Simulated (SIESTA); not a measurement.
GaN:

```
Ga N
1.0
     3.18000    0.00000    0.00000
    -1.59000    2.75396    0.00000
     0.00000    0.00000    5.16600
Ga N
2 2
Direct
  0.66667 0.33333 0.50000
  0.33333 0.66667 0.00000
  0.66667 0.33333 0.87500
  0.33333 0.66667 0.37500
```

Base run:

| Property | Result |
| --- | --- |
| Program | SIESTA 5.4.2 |
| Functional | PBEsol |
| Potentials or basis | PseudoDojo 0.4 standard (PBEsol files) |
| Basis | DZP (energy shift 0.003 Ry; two zetas on semicore shells) |
| Grid cutoff | 800 Ry |
| Energy shift | 0.003 Ry |
| k mesh | 10 × 10 × 5 |
| Occupations | fermi-dirac, width 0.05 eV |
| Spin | no spin polarisation |

Its results: band gap on the k mesh 2.02 eV, direct; pressure 3.8 GPa; largest force 0.129 eV/Å.

Question: After a change of settings the same cell gave: band gap on the k mesh 2.27 eV, direct; pressure 7.1 GPa; largest force 0.109 eV/Å. Which change was it?
A. functional from PBEsol to LDA; potentials or basis from PseudoDojo 0.4 standard (PBEsol files) to PseudoDojo 0.4 standard (LDA files)
B. basis from DZP (energy shift 0.003 Ry; two zetas on semicore shells) to DZP (energy shift 0.002 Ry; radii capped at 9.5 bohr); energy shift from 0.003 Ry to 0.002 Ry
C. basis from DZP (energy shift 0.003 Ry; two zetas on semicore shells) to SZP (energy shift 0.003 Ry); k mesh from 10 × 10 × 5 to 8 × 8 × 4

Answer: C.

Caveats: the basis of atomic orbitals isn't converged, which shifts pressures, moduli and gaps.

Not every run made on this cell is shown here.
